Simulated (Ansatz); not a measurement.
Equation of state of Al under PBEsol+D3(BJ)+ATM

Symmetry: Im-3m, No. 229, cubic system. Conventional cell: a = 3.182 Å, b = 3.182 Å, c = 3.182 Å, α = 90.00°, β = 90.00°, γ = 90.00°. Al (site symmetry m-3m) has 8 Al at 2.76 Å as nearest neighbours.

This isn't the form of Al at room conditions, which is fcc.

The cell was scaled at fixed shape and fractions and run with Ansatz, PseudoDojo PBEsol stringent, cutoff 544 eV; PBEsol+D3(BJ)+ATM, k mesh 12 × 12 × 12 on the cell of 1 atom, fermi-dirac occupations of 0.01 eV, collinear spin, random start, no spin-orbit coupling. Energies are those that the program minimises, any entropy of the smearing included. For a metal such a mesh isn't converged to the digits shown. The magnetic state is the one that the start led to, which needn't be the lowest.

| V (Å³/atom) | energy over the lowest row (meV/atom) |
| --- | --- |
| 15.1488 | 10.793 |
| 15.4711 | 3.691 |
| 15.7934 | 0.134 |
| 16.1157 | 0.000 |
| 16.4380 | ? |
| 16.7603 | 9.044 |
| 17.0827 | 17.611 |

**Question.** Fit the third-order Birch-Murnaghan form, give V0, B0 and B′, and predict the energy left open.

**Answer.** With y = (V0/V)^(2/3), E = E0 + (9 V0 B0/16) [(y - 1)³ B′ + (y - 1)² (6 - 4y)]. Least squares through the rows shown give V0 = 15.9644 Å³/atom, E0 = -0.318 meV, B0 = 80.11 GPa (1 eV/Å³ = 160.218 GPa) and B′ = 2.82, with a largest miss of 0.044 meV. At V = 16.4380 the form with these constants gives 3.065 meV; the run gave 3.074 meV an atom.
